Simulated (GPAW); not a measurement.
# SnTe (Fm-3m) in GPAW: settings compared

One crystal, SnTe, is run at these levels: PBE, RPBE; tasks: single point.

All numbers are computed with GPAW 26.7.0; they aren't measurements. Logs are shortened: lines on timing, memory, paths and dates and some standing lists are left out, and cuts for length are marked. The log counts tension as positive stress, the text compression.

**What was measured.**

From a printed reference work, textbook, for a bulk crystal of SnTe at 300 K: band gap 0.18 eV (direct).

The runs below are set against these values where they give the same quantity.

### Step 1. Starting point

The structure is cubic, space group Fm-3m (No. 225). Conventional cell: a = 6.302 Å, b = 6.302 Å, c = 6.302 Å, α = 90.00°, β = 90.00°, γ = 90.00°. Te (site symmetry m-3m) has 6 Sn at 3.15 Å as nearest neighbours. Sn (site symmetry m-3m) is surrounded by 6 Te at 3.15 Å.

### Step 2. Single point, PBE

run.py

```python
from ase.dft.bandgap import bandgap
from ase.io import read, write
from ase.units import GPa
from gpaw import GPAW, PW

atoms = read('SnTe.xyz')

calc = GPAW(mode=PW(600),
            xc='PBE',
            kpts={'size': (4, 4, 4), 'gamma': True},
            occupations={'name': 'fermi-dirac', 'width': 0.05},
            nbands=19,
            convergence={'density': 1e-05, 'energy': 1e-05},
            maxiter=75,
            txt='gpaw.txt')
atoms.calc = calc
energy = atoms.get_potential_energy()
forces = atoms.get_forces()
stress = atoms.get_stress()
calc.write('gs.gpw')
write('result.traj', atoms)
print(f'Energy: {energy:.6f} eV')
print('Forces (eV/A):')
print(forces.round(4))
print('Stress (GPa):', (stress / GPa).round(3))
print('Fermi level:', round(calc.get_fermi_level(), 4), 'eV')
print(f'Gap: {bandgap(calc)[0]:.4f} eV, direct: {bandgap(calc, direct=True)[0]:.4f} eV')
```

SnTe.xyz

```xyz
2
Lattice="0.0000000000 3.1508500000 3.1508500000 3.1508500000 0.0000000000 3.1508500000 3.1508500000 3.1508500000 0.0000000000" Properties=species:S:1:pos:R:3 pbc="T T T"
Te     3.1508500000      3.1508500000      3.1508500000
Sn     0.0000000000      0.0000000000      0.0000000000
```

Potentials or basis: GPAW PAW data sets (gpaw-data 1.2.1), pw.

Command:

```
> OMP_NUM_THREADS=1 python run.py
```

gpaw.txt:

```text
__  _  _
 | _ |_)|_||  |
 |__||  | ||/\| - 26.7.0

Input parameters:
  mode=PW(ecut=600.0),
  convergence={'density': 1e-05, 'energy': 1e-05},
  kpts=MonkhorstPack(size=(4, 4, 4), gamma=True),
  maxiter=75,
  nbands=19,
  occupations=Occupations(name='fermi-dirac', width=0.05),
  xc=XC(name='PBE')

Diagonalizing LCAO Hamiltonian
Converting LCAO to pw mode

                 Te

       Sn

Atoms  # Å, Bohr magnetons
|   | symbol |        x |        y |        z |    initial magnetic moments |
|---|--------|----------|----------|----------|-----------------------------|
| 0 |     Te | 3.150850 | 3.150850 | 3.150850 | ( 0.0000,  0.0000,  0.0000) |
| 1 |     Sn | 0.000000 | 0.000000 | 0.000000 | ( 0.0000,  0.0000,  0.0000) |

Unit cell  # Å
| periodic |        x |        y |        z |  lengths |    angles |
|----------|----------|----------|----------|----------|-----------|
|      yes | 0.000000 | 3.150850 | 3.150850 | 4.455975 | 60.000000 |
|      yes | 3.150850 | 0.000000 | 3.150850 | 4.455975 | 60.000000 |
|      yes | 3.150850 | 3.150850 | 0.000000 | 4.455975 | 60.000000 |

Number of symmetries: 48
Symmetry operations  # r_c * U_cc + t_c -> r_c
|    | kind |            matrix            |
|----|------|------------------------------|
|  0 |  σ   |  1, 0, 0,  1, 0,-1,  1,-1, 0 |
|  1 |  C2  |  1, 0, 0,  1,-1, 0,  1, 0,-1 |
|  2 |  E   |  1, 0, 0,  0, 1, 0,  0, 0, 1 |
|  3 |  σ   |  1, 0, 0,  0, 0, 1,  0, 1, 0 |
|  4 |  C4  |  1, 0,-1,  1, 0, 0,  1,-1, 0 |
|  5 |  S6  |  1, 0,-1,  1,-1, 0,  1, 0, 0 |
|  6 |  σ   |  1, 0,-1,  0, 1,-1,  0, 0,-1 |
|  7 |  C3  |  1, 0,-1,  0, 0,-1,  0, 1,-1 |
|  8 |  S6  |  1,-1, 0,  1, 0, 0,  1, 0,-1 |
|  9 |  C4  |  1,-1, 0,  1, 0,-1,  1, 0, 0 |
| 10 |  C3  |  1,-1, 0,  0,-1, 1,  0,-1, 0 |
| 11 |  σ   |  1,-1, 0,  0,-1, 0,  0,-1, 1 |
| 12 |  σ   |  0, 1, 0,  1, 0, 0,  0, 0, 1 |
| 13 |  C4  |  0, 1, 0,  0, 1,-1, -1, 1, 0 |
| 14 |  C3  |  0, 1, 0,  0, 0, 1,  1, 0, 0 |
| 15 |  S6  |  0, 1, 0, -1, 1, 0,  0, 1,-1 |
| 16 |  C2  |  0, 1,-1,  1, 0,-1,  0, 0,-1 |
| 17 |  σ   |  0, 1,-1,  0, 1, 0, -1, 1, 0 |
| 18 |  S4  |  0, 1,-1,  0, 0,-1,  1, 0,-1 |
| 19 |  C4  |  0, 1,-1, -1, 1, 0,  0, 1, 0 |
| 20 |  C3  |  0, 0, 1,  1, 0, 0,  0, 1, 0 |
| 21 |  σ   |  0, 0, 1,  0, 1, 0,  1, 0, 0 |
| 22 |  S6  |  0, 0, 1,  0,-1, 1, -1, 0, 1 |
| 23 |  C4  |  0, 0, 1, -1, 0, 1,  0,-1, 1 |
| 24 |  S4  |  0, 0,-1,  1, 0,-1,  0, 1,-1 |
| 25 |  C3  |  0, 0,-1,  0, 1,-1,  1, 0,-1 |
| 26 |  C2  |  0, 0,-1,  0,-1, 0, -1, 0, 0 |
| 27 |  S6  |  0, 0,-1, -1, 0, 0,  0,-1, 0 |
| 28 |  S4  |  0,-1, 1,  1,-1, 0,  0,-1, 0 |
| 29 |  C4  |  0,-1, 1,  0, 0, 1, -1, 0, 1 |
| 30 |  C2  |  0,-1, 1,  0,-1, 0,  1,-1, 0 |
| 31 |  σ   |  0,-1, 1, -1, 0, 1,  0, 0, 1 |
| 32 |  C3  |  0,-1, 0,  1,-1, 0,  0,-1, 1 |
| 33 |  S6  |  0,-1, 0,  0, 0,-1, -1, 0, 0 |
| 34 |  S4  |  0,-1, 0,  0,-1, 1,  1,-1, 0 |
| 35 |  C2  |  0,-1, 0, -1, 0, 0,  0, 0,-1 |
| 36 |  C2  | -1, 1, 0,  0, 1, 0,  0, 1,-1 |
| 37 |  S6  | -1, 1, 0,  0, 1,-1,  0, 1, 0 |
| 38 |  S4  | -1, 1, 0, -1, 0, 1, -1, 0, 0 |
| 39 |  C3  | -1, 1, 0, -1, 0, 0, -1, 0, 1 |
| 40 |  S6  | -1, 0, 1,  0, 0, 1,  0,-1, 1 |
| 41 |  C2  | -1, 0, 1,  0,-1, 1,  0, 0, 1 |
| 42 |  C3  | -1, 0, 1, -1, 1, 0, -1, 0, 0 |
| 43 |  S4  | -1, 0, 1, -1, 0, 0, -1, 1, 0 |
| 44 |  C2  | -1, 0, 0,  0, 0,-1,  0,-1, 0 |
| 45 |  i   | -1, 0, 0,  0,-1, 0,  0, 0,-1 |
| 46 |  σ   | -1, 0, 0, -1, 1, 0, -1, 0, 1 |
| 47 |  C2  | -1, 0, 0, -1, 0, 1, -1, 1, 0 |

BZ-sampling:
  Number of BZ points: 64
  Number of IBZ points: 8

  Monkhorst-Pack size: [4, 4, 4]
  Monkhorst-Pack shift: [0.125, 0.125, 0.125]

K-points  # in reciprocal-cell coordinates
|   |                                coordinates |     weight |
|---|--------------------------------------------|------------|
| 0 | (  0.00000000,   0.00000000,   0.00000000) | 0.01562500 |
| 1 | (  0.25000000,   0.25000000,   0.00000000) | 0.09375000 |
| 2 | (  0.25000000,   0.25000000,   0.25000000) | 0.12500000 |
| 3 | (  0.50000000,   0.25000000,  -0.25000000) | 0.09375000 |
| 4 | (  0.50000000,   0.25000000,   0.25000000) | 0.18750000 |
| 5 | (  0.50000000,   0.50000000,   0.00000000) | 0.04687500 |
| 6 | (  0.50000000,   0.50000000,   0.25000000) | 0.37500000 |
| 7 | (  0.50000000,   0.50000000,   0.50000000) | 0.06250000 |

Plane wave coefficients: 2120
Cutoff: 600.0 eV

Spin-components: 1 (collinear spins)
Bands:           19
Projectors:      11
Spin-degeneracy: 2
Datatype:        complex128

Density:
  Valence electrons: 20.0
  Components: 1
  Grid points: [27 27 27]
  Charge: 0.0  # |e|

Potential:
  Grid points: [27 27 27]

species:
  Te:
    name:    Tellurium
    Z:       52.0
    valence: 6
    core:    46
    charge:  0.0  # [|e|]
    compensation charges:
      type: gauss
      rc: 0.36  # [Å]
      lmax: 2
    cutoffs:
      filter: 2.09  # [Å]
      core: 3.17  # [Å]
    projectors
    | kind |    occ | energy [eV] | rcut [Å] |
    |------|--------|-------------|----------|
    |   5s |  2.000 |     -15.089 |    1.180 |
    |   5p |  4.000 |      -5.955 |    1.196 |
    |    s |        |      12.123 |    1.180 |
    |    p |        |      21.256 |    1.196 |
    |    d |        |       0.000 |    1.238 |

    Using partial waves for Te as LCAO basis

  Sn:
    name:    Tin
    Z:       50.0
    valence: 14
    core:    36
    charge:  0.0  # [|e|]
    compensation charges:
      type: gauss
      rc: 0.38  # [Å]
      lmax: 2
    cutoffs:
      filter: 2.23  # [Å]
      core: 2.35  # [Å]
    projectors
    | kind |    occ | energy [eV] | rcut [Å] |
    |------|--------|-------------|----------|
    |   5s |  2.000 |     -10.538 |    1.201 |
    |   5p |  2.000 |      -3.696 |    1.270 |
    |   4d | 10.000 |     -25.845 |    1.185 |
    |    s |        |      16.674 |    1.201 |
    |    p |        |      23.515 |    1.270 |
    |    d |        |       1.367 |    1.185 |

    Using partial waves for Sn as LCAO basis

Reference energy: -352801.376741  # eV

eigensolver:
  PPCG
  Converge bands: occupied
  niter=2

density mixing:
  MSR1-Mixer
  Pratt-step length: 0.05
  Maximum mixing coefficient: 0.75
  Old densities: 10
  SVD Regularization: 0.005
  Good broyden scale: 1.0
  Trust region scale: 1.0
  Backstep threshold: 4.0
  History deletion threshold: 6.0
  Fourier metric: weight=20.0, sigma=0.015

occupation numbers:
  Fermi-Dirac:
    width: 0.0500  # eV

poisson solver:
  ecut: 4800.0  # eV

xc functional:
  name: PBE with 2 nearest neighbor stencil

convergence criteria:
- Maximum integral of absolute [dens]ity change: 1e-05 electrons / valence electron
- Maximum [total energy] change in last 3 cyles: 1e-05 eV / valence electron
- Maximum integral of absolute [eigenst]ate change: 4e-08 eV^2 / valence electron
maximum number of iterations: 75

SCF iterations
|iter     | |      energy | eigst |  dens |
|---------|-|-------------|-------|-------|
|iter:   1| |   -7.846687 | -0.12 |       |
|iter:   2| |   -7.841155 | -2.31 | -1.50 |
|iter:   3| |   -7.811634 | -2.69 | -1.54 |
|iter:   4| |   -7.812758 | -4.00 | -2.11 |
|iter:   5| |   -7.812986 | -4.67 | -2.61 |
|iter:   6| |   -7.812999 | -6.18 | -3.31 |
|iter:   7| |   -7.813000c| -7.46c| -4.15 |
|iter:   8| |   -7.813000c| -7.62c| -4.70 |
|iter:   9| |   -7.813000c| -8.17c| -5.83c|

Converged in 9 steps
Energy contributions relative to reference atoms: (reference = -352801.376741)

Energy contributions:
  Kinetic:          13.989672
  Coulomb:         -14.182662
  Zero:              0.145313
  External:          0.000000
  Xc:               -7.761654
  Entropy:          -0.007340
  Spinorbit:         0.000000
  ----------------------------
  Free energy:      -7.816670
  Extrapolated:     -7.813000

dipole moment: (-21.353568, -21.353568, -21.353568)  # |e|*Ang

Fermi level: 6.503
Eigenvalues  # (at kpt = [0.000, 0.000, 0.000])
| band index |      eig [eV] | occ [0-2] |
|------------|---------------|-----------|
|          0 |       -15.471 |     2.000 |
|        ... |               |           |
|          2 |       -15.463 |     2.000 |
|          3 |       -15.463 |     2.000 |
|          4 |       -15.463 |     2.000 |
|          5 |        -6.352 |     2.000 |
|          6 |         1.779 |     2.000 |
|          7 |         4.287 |     2.000 |
[... 9 lines left out ...]
|         17 |        13.362 |     0.000 |
|         18 |        13.362 |     0.000 |

Gap: 0.106 eV
Transition (v -> c):
  (s=0, k=7, n=9, [0.50, 0.50, 0.50]) -> (s=0, k=7, n=10, [0.50, 0.50, 0.50])
No difference between direct/indirect transitions

Forces  # eV/Ang
|       x |        y |        z |
|---------|----------|----------|
| 0.00000 | -0.00000 | -0.00000 |  # Te   0
| 0.00000 |  0.00000 |  0.00000 |  # Sn   1

Stress tensor  # eV/Ang^3
|         x |         y |         z |
|-----------|-----------|-----------|
| -0.009383 |  0.000000 |  0.000000 |
|  0.000000 | -0.009383 | -0.000000 |
|  0.000000 | -0.000000 | -0.009383 |

# Writing to gs.gpw (mode='')
```

Wall time 5 s (1 thread of Intel Xeon 6975P-C (Granite Rapids), shared host); peak memory 0.16 GiB.

Results:

```
Free energy            : -7.8167 eV
Pressure               : 1.5 GPa
Band gap on the k mesh : 0.11 eV, direct
```

Levels at points of the mesh, in eV from the valence-band top:
```
           k point  band 8  band 9  band 10  band 11  band 12  band 13
(0.00, 0.00, 0.00)   -2.16   -2.16    -2.16     3.34     3.34     3.34
(0.50, 0.50, 0.00)   -5.59   -3.76    -3.76     2.18     4.91     4.91
(0.50, 0.50, 0.50)   -1.82   -1.82     0.00     0.11     0.36     0.36
```

Caveat: the k mesh is coarse (spacing up to 0.43 Å⁻¹), so the values aren't converged; spin-orbit coupling is left out, which moves the levels of the heavy elements. A k mesh can miss the band edges.

[end of part 1 of 2]
